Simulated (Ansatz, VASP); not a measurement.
Y: VASP beside Ansatz

Contents of INCAR:

```
SYSTEM = Y
ALGO = Normal
EDIFF = 1E-6
ENCUT = 520
GGA = CA
ISIF = 2
ISMEAR = -1
LASPH = .True.
LCHARG = .False.
LREAL = .False.
LWAVE = .False.
NBANDS = 24
NELM = 80
PREC = Accurate
SIGMA = 0.1
```

Contents of KPOINTS:

```
k-points
0
Gamma
  8 8 10
  0 0 0
```

The input POSCAR:

```
Y
1.0
    5.5481982703      0.0000000000      0.0000000000
   -2.7740991351      4.8048806473      0.0000000000
    0.0000000000      0.0000000000      3.4543379495
Y
3
Direct
    0.0000000000      0.0000000000      0.0000000000
    0.3333333333      0.6666666667      0.5000000000
    0.6666666667      0.3333333333      0.5000000000
```

Input for Ansatz:

```yaml
crystal:
  lattice:
    - [5.5481982703, 0.0, 0.0]
    - [-2.7740991351, 4.8048806473, 0.0]
    - [0.0, 0.0, 3.4543379495]
  atoms:
    - { symbol: "Y", position: [0.0, 0.0, 0.0] }
    - { symbol: "Y", position: [0.3333333333, 0.6666666667, 0.5] }
    - { symbol: "Y", position: [0.6666666667, 0.3333333333, 0.5] }
hamiltonian:
  xc: lda
  pseudopotentials:
    kind: paw
    azcp:
      "Y": "pseudopotentials/Y.paw.azcp"
basis:
  ecutwfc: 420
  fft_grid_basis: typed
kpoints:
  mp_grid: { grid: [8, 8, 10], shift: [0, 0, 0] }
magnetization:
  spin_polarized: false
scf:
  occupations: { method: fermi_dirac, width: 0.1 }
  lower_state_search: "off"
output:
  stress: true
```

Alike in both runs: task single point; functional LDA; k mesh 8 × 8 × 10; occupations fermi-dirac, width 0.1 eV; no spin polarisation.

|  | VASP | Ansatz |
| --- | --- | --- |
| version | VASP 6.6.1 | Ansatz 0.2.0 |
| potentials or method | VASP PAW LDA potentials, release 64 (Y_sv) | plane waves (420 eV) with PAW, scalar-relativistic |
| plane-wave cutoff (eV) | 520 | 420 |
| valence electrons in the cell | 33 | 33 |

|  | VASP | Ansatz | Ansatz less VASP |
| --- | --- | --- | --- |
| pressure (GPa) | -1.8 | -1.6 | +0.13 |
| largest component of the traceless stress (GPa) | 0.14 | 0.15 | +0.010 |

Ansatz warned: «pseudo_functional_mismatch».
